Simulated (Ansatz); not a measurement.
GaAs: equation of state with PBE

Crystal: GaAs.

```
As Ga
1.0
     0.00000    2.82685    2.82685
     2.82685    0.00000    2.82685
     2.82685    2.82685    0.00000
As Ga
1 1
Direct
  0.75000 0.75000 0.75000
  0.00000 0.00000 0.00000
```

* Program: Ansatz 0.2.0
* Task: equation of state
* Functional: PBE
* Potentials or basis: all-electron LAPW, scalar-relativistic
* Basis error allowed: 0.0005 eV/atom
* k mesh: 8 × 8 × 8
* Occupations: fermi-dirac, width 0.05 eV
* Spin: no spin polarisation

```yaml
Equilibrium_volume: 23.71 Å³/atom
Bulk_modulus: 60 GPa
Pressure_derivative_of_the_bulk_modulus: 4.8
```

Energy against volume, from the lowest point:
| volume (Å³/atom) | energy (meV/atom) |
| --- | --- |
| 21.234 | 59.69 |
| 21.686 | 38.14 |
| 22.138 | 21.92 |
| 22.590 | 10.48 |
| 23.041 | 3.32 |
| 23.493 | 0.00 |
| 23.945 | 0.07 |

All runs of the series together: 3.4 min on 1 thread of AMD EPYC 7R43 64-Core Processor (Zen 3), with other jobs on the host.

PBE usually gives volumes a little too large and moduli too small. Zero-point motion and thermal expansion aren't in these numbers.
